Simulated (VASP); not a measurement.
SnSe2:

```
Sn Se
1.0
     0.00000    3.40686    3.40686
     3.40686    0.00000    3.40686
     3.40686    3.40686    0.00000
Sn Se
1 2
Direct
  0.00000 0.00000 0.00000
  0.25000 0.25000 0.25000
  0.75000 0.75000 0.75000
```

The cell was built by a generator and needn't be a form met in nature.

Base run:

- Program: VASP 6.6.1
- Functional: r2SCAN
- Potentials or basis: VASP PAW PBE potentials, release 64 (Sn_d, Se)
- Cutoff: 520 eV
- k mesh: 6 × 6 × 6
- Occupations: fermi-dirac, width 0.02 eV
- Spin: no spin polarisation

Its results: band gap on the k mesh none (metal or under the smearing width); pressure 0.0 GPa.

The run is repeated on the same cell with these changes: functional from r2SCAN to HSE06; k mesh from 6 × 6 × 6 to 4 × 4 × 4. What comes out?

Band gap on the k mesh none (metal or under the smearing width); pressure -1.2 GPa.

Several settings changed at once, so the effect can't be laid on one alone.

Caveats: some runs use coarse meshes; the PAW data sets were made with another functional, which shifts forces and pressure a little.
